## Does LDA really make Bi₂Se₃ stiffer than PBE does?

I have computed the bulk modulus of Bi₂Se₃ with five functionals, starting from the same crystal cell.

Ansatz 0.2.0, plane-wave Kohn–Sham DFT with PAW datasets for Bi₂Se₃ (R-3m, 5 atoms, given cell 28.38 Å³/atom), without spin polarisation, spin–orbit coupling or dispersion correction; 8 × 8 × 8 k mesh, Fermi–Dirac smearing of 0.05 eV. Volumes and moduli are fitted to energies of uniformly scaled cells, with cell shape and fractional positions fixed.

```tsv
functional	potentials	wave cutoff	density cutoff	equilibrium volume (Å³/atom)	equilibrium volume change (% of the given cell)	bulk modulus (GPa)	bulk modulus slope
LDA	JTH-PAW-LDA	1800 eV	9000 eV	27.560	-2.880	68.20	4.500
PBE	JTH PAW	1800 eV	10800 eV	29.546	4.120	56.80	4.460
PBEsol	Ansatz PAW	420 eV	1680 eV	28.235	-0.500	63.90	4.480
r2SCAN	Ansatz PAW	500 eV	2000 eV	28.990	2.160	62.70	4.420
BPBE	Ansatz PAW	420 eV	1680 eV	29.482	3.890	57.10	4.470
```

LDA gives the highest bulk modulus, about 20% above the PBE value. I need an elastic constant to estimate stresses, so I'd like to know what this difference means. Does LDA describe stiffer bonds, or is something wrong with the comparison?

### Answer

The comparison misleads, because each bulk modulus belongs to a different volume. LDA has the smallest equilibrium volume and PBE the largest. Across all five functionals, the modulus falls in exactly the order in which the volume rises. That mirror order is the first sign that an error in volume has found its way into the stiffness.

A solid resists compression more strongly once it is already compressed, since its atoms then sit on a steeper part of their mutual repulsion. To compare the functionals fairly, put them all at one volume. The given cell will serve, as a common reference rather than as a judge of which functional is right.

The simplest way to do this assumes that the modulus changes linearly with pressure, which is the Murnaghan relation. Let $V_0$ be the equilibrium volume, $B_0$ the bulk modulus there and $B_0'$ the bulk modulus slope, its change per unit of pressure. From $B=-V\,dP/dV$ and $dB/dP=B_0'$ it follows that $d\ln B/d\ln V=-B_0'$, and so

$$B(V)=B_0\left(\frac{V_0}{V}\right)^{B_0'}.$$

For LDA the equilibrium volume is 2.88% below the given one, so $V_0/V=1-0.0288=0.9712$. With a slope of 4.50,

$$B=68.2\times0.9712^{4.50}\approx59.8\ \text{GPa}.$$

The same step raises PBE from 56.8 to about 68 GPa. At equal volume LDA is therefore the softest of the five, and its lead over PBE has turned into a deficit of about 8 GPa.

The output after this answer gives the conversion for every functional. For all but PBE it can be compared with the curvature of the computed energies around the given volume, and the two agree within 0.3 GPa. That is about as close as the rounding of the energies allows. It tests the conversion, not the functionals, because both numbers come from the same energies. PBE has no computed energy at the given volume, but its computed volumes lie on both sides of it. Its pressures also stay within 0.2 GPa of the BPBE ones at all five shared volumes, so its value near 68 GPa is about as well supported as the others.

**Why the volumes differ.** LDA treats each small region as if it belonged to a uniform electron gas, and in solids it usually binds too strongly. PBE adds a correction that lowers the energy where the density varies rapidly compared with its own size. Pulling atoms apart creates more such regions, in the thinning density between them. The correction therefore rewards expansion and acts like an outward pressure added to LDA. PBEsol uses a weaker gradient correction for exchange, so its volume is expected to lie between those of LDA and PBE, as it does here.

**Why the stiffness changes too.** Imagine first that this outward push were the same at every volume. It would move the equilibrium but leave the modulus at any fixed volume unchanged. PBE would then have the modulus of LDA stretched to the PBE volume, about 50 GPa by the relation. The LDA pressures give slightly less, 49.5 GPa at the nearest computed volume, which lies just short of the PBE one. The computed PBE value is 7 to 8 GPa higher, so the push must do more than shift the volume.

The opposite limit shows what is lacking. When the atoms are so far apart that their densities no longer overlap, the correction is just that of free atoms and can't push at all. The push must therefore fade in the end as the crystal expands. In these runs it already does so near equilibrium: the PBE pressure exceeds the LDA pressure by 4.9 GPa at the smallest computed volume, but by only 3.9 GPa at the largest.

A push that fades on expansion grows on compression, and so it adds resistance to compression. This is the same fact as PBE being stiffer than LDA at equal volume, since the difference in modulus is the volume times the rate at which the push fades. Going from LDA to PBE, expansion alone would cost 18 to 19 GPa, while the fading push returns 7 to 8 GPa. The loss wins, and the table shows PBE as the softer material.

The numbers show the fading pressure difference; its origin in density gradients is an argument from theory. The datasets that represent the atomic cores also change between LDA and PBE, and their share of the difference has not been separated. BPBE was run with datasets made for another functional, so its small differences from PBE, and the order of those two, can't be credited to the functional.

r2SCAN shows why the size of the push is not enough to predict stiffness. Its equilibrium volume is smaller than that of PBE, yet at the given volume it is about as stiff. What counts there is how quickly the pressure changes with volume, not how large it is. For a similar solid, I would expect a functional that gives a larger volume to report a lower modulus, unless its push fades fast enough to make up for the expansion.

**What the fixed cell shape hides.** Bi₂Se₃ consists of strongly bonded layers held together by much weaker forces. Here the shape of the cell and the relative atomic positions are frozen, so bonds and gaps must stretch by the same percentage. At the PBE volume, each Bi–Se contact is about 0.04 Å longer than in the given cell. A free crystal would put more of the strain into the gaps.

Again a limiting case helps. If the gaps offered no resistance at all, a small squeeze would simply close them a little, and the modulus would be close to zero. Freezing the shape forces the stiff bonds to share the compression. At a given volume, the constrained modulus is therefore expected to be higher than that of a crystal free to relax, though these runs contain no relaxed crystal to show by how much.

This also limits what the close match of the PBEsol volume means. It lies only 0.5% below the given cell, but the calculation has no dispersion correction for the attraction between layers, and it omits spin–orbit coupling in a compound of heavy bismuth. With bonds and gaps forced to stretch together, the stiff bonds are expected to set the equilibrium volume almost alone, so even a sizeable error in the weak forces across the gaps would barely move it. It is no evidence that the layers are held together correctly.

**For your stress estimate,** keep the modulus and the volume together. If you use the given cell with PBE, the calculation already contains a pressure of about 2.5 GPa before any load is applied; with LDA it is about −1.9 GPa. Subtract that starting pressure, and use the modulus at the volume where you work. Even then, it describes uniform scaling of the cell, not a film whose layers can move apart.

Output of the analysis:

```
Each row carried to the given volume:
     row  own modulus GPa  modulus at given volume GPa  pressure at given volume GPa  change of every length %
     LDA             68.2                         59.8                        -1.868                   -0.9694
     PBE             56.8                        68.01                         2.513                     1.355
  PBEsol             63.9                        62.48                       -0.3167                   -0.1669
  r2SCAN             62.7                        68.91                         1.405                    0.7149
    BPBE             57.1                        67.72                         2.376                      1.28
LDA modulus at given volume straight from energies, GPa: 59.7
PBEsol modulus at given volume straight from energies, GPa: 62.53
r2SCAN modulus at given volume straight from energies, GPa: 68.88
BPBE modulus at given volume straight from energies, GPa: 67.47
Rank correlation of equilibrium volume with own modulus: -1
LDA modulus above PBE modulus, each at own volume, %: 20.07
LDA modulus less PBE modulus, each at own volume, GPa: 11.4
LDA modulus less PBE modulus, both at given volume, GPa: -8.21
LDA modulus if stretched to the PBE volume, GPa: 49.87
r2SCAN modulus less PBEsol modulus, each at own volume, GPa: -1.2
r2SCAN modulus less PBEsol modulus, both at given volume, GPa: 6.43
PBE pressure less LDA pressure at 26.68 angstrom^3/atom, GPa: 4.906
PBE pressure less LDA pressure at 30.08 angstrom^3/atom, GPa: 3.922
Stretch of the Bi-Se contact at the PBE volume, angstrom: 0.03863
Stretch of the long cell edge at the PBE volume, angstrom: 0.388
PBE volume less BPBE volume, angstrom^3/atom: 0.064
PBE modulus less BPBE modulus, GPa: -0.3
```
